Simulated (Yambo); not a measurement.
# PbSe (Clausthalite): G0W0 quasiparticle levels with PBE

Crystal: PbSe (Clausthalite).

```xyz
2
Lattice="0.0000 3.0606 3.0606 3.0606 0.0000 3.0606 3.0606 3.0606 0.0000" Properties=species:S:1:pos:R:3 pbc="T T T"
Pb    0.0000    0.0000    0.0000
Se    3.0606    3.0606    3.0606
```

* Program: Yambo 5.3.0
* Task: G0W0 quasiparticle levels
* Functional: PBE
* Potentials or basis: PseudoDojo 0.4.1 SR PBE standard
* Cutoff: 1170 eV
* Density cutoff: 4680 eV
* k mesh: 4 × 4 × 4
* Occupations: fixed
* Spin: no spin polarisation
* k mesh of the self-consistent run: 8 × 8 × 8
* Random integration of the Coulomb term: yes
* Direction of the field or of q to 0: x + y + z
* Broadening: 0.1 eV
* States corrected: Γ and the k points of the band edges
* Frequency dependence of W: plasmon pole
* Terminator of the band sum in the self-energy: Bruneval-Gonze
* Quasiparticle equation: linearised (Newton)
* Imaginary frequency of the plasmon-pole fit: 27.2114 eV
* Bands in the response: 165
* Bands in the self-energy: 165
* Cutoff of the response matrix: 6 Ry
* Cutoff of exchange and Vxc: 86 Ry
* Bands corrected (first, last): [14, 17]

```json
{
 "Band gap on the k mesh, mean-field level": "0.30 eV, direct",
 "Quasiparticle gap": "0.88 eV",
 "Least direct quasiparticle gap": "0.88 eV",
 "Quasiparticle gap at Γ": "7.23 eV",
 "Band gap of the same states before the correction": "0.30 eV"
}
```

Quasiparticle terms (eV):
```
               k point  band  Kohn-Sham level     Vxc      Σx     Σc     Z  result
 (0.000, 0.000, 0.000)    14            -1.87  -12.73  -16.48   2.20  0.78   -3.08
 (0.000, 0.000, 0.000)    15            -1.87  -12.73  -16.48   2.19  0.78   -3.08
 (0.000, 0.000, 0.000)    16             4.71  -11.21   -7.73  -4.19  0.79    4.16
 (0.000, 0.000, 0.000)    17             4.71  -11.21   -7.73  -4.19  0.79    4.15
(0.000, 0.000, -0.500)    14            -1.47  -13.15  -16.52   1.97  0.78   -2.56
(0.000, 0.000, -0.500)    15             0.00  -13.71  -15.72   0.81  0.79   -0.95
(0.000, 0.000, -0.500)    16             0.30  -10.14   -7.51  -3.09  0.81   -0.07
(0.000, 0.000, -0.500)    17             1.70  -10.18   -7.58  -3.21  0.81    1.20
```

Wall time 7.7 min on 1 thread of Arm Neoverse V1, with other jobs on the host.

Caveat: the k mesh is coarse (spacing up to 0.44 Å⁻¹), so the values aren't converged; the potentials hold a filled d shell without the s and p states of that shell, which can shift GW gaps by tenths of an eV, either way; this version prints the column dSc/dw multiplied by 27.2; the terminator is approximate in this version, by hundredths of an eV; spin-orbit coupling is left out, which as a rule narrows the gap of such compounds by several tenths of an eV. A k mesh can miss the band edges.
